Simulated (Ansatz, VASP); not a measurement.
# One calculation of NaCl, two programs

```xyz
2
Lattice="0.0000 2.7941 2.7941 2.7941 0.0000 2.7941 2.7941 2.7941 0.0000" Properties=species:S:1:pos:R:3 pbc="T T T"
Cl    2.7941    2.7941    2.7941
Na    0.0000    0.0000    0.0000
```

The cell is a database's computed one.

Alike in both runs: task relaxation of cell and atoms; functional PBE; dispersion D3(BJ); k mesh 8 × 8 × 8; occupations fermi-dirac, width 0.05 eV; no spin polarisation.

|  | VASP | Ansatz |
| --- | --- | --- |
| version | VASP 6.6.1 | Ansatz 0.2.0 |
| potentials or method | VASP PAW PBE potentials, release 64 (Cl, Na_pv) | Ansatz PAW |
| plane-wave cutoff (eV) | 600 | 420 |
| valence electrons in the cell | 14 | 16 |

VASP gave:

```
gap on the k mesh at the Fermi level, each at its own relaxed structure (eV) : 5.23
relaxed volume (Å³/atom)                                                     : 21.75
relaxed cell length with the largest relative difference (Å)                 : 3.948
```

Q: Estimate Ansatz's values.

A: gap on the k mesh at the Fermi level, each at its own relaxed structure (eV): 5.23; relaxed volume (Å³/atom): 21.73; relaxed cell length with the largest relative difference (Å): 3.947.

The two sets of potentials don't hold the same shells in valence.

Caveats: the plane-wave basis is chosen anew once the cell has moved, so the energies of steps on either side of that aren't comparable (Ansatz). PBE gaps usually lie below the measured ones, often by a third to a half.
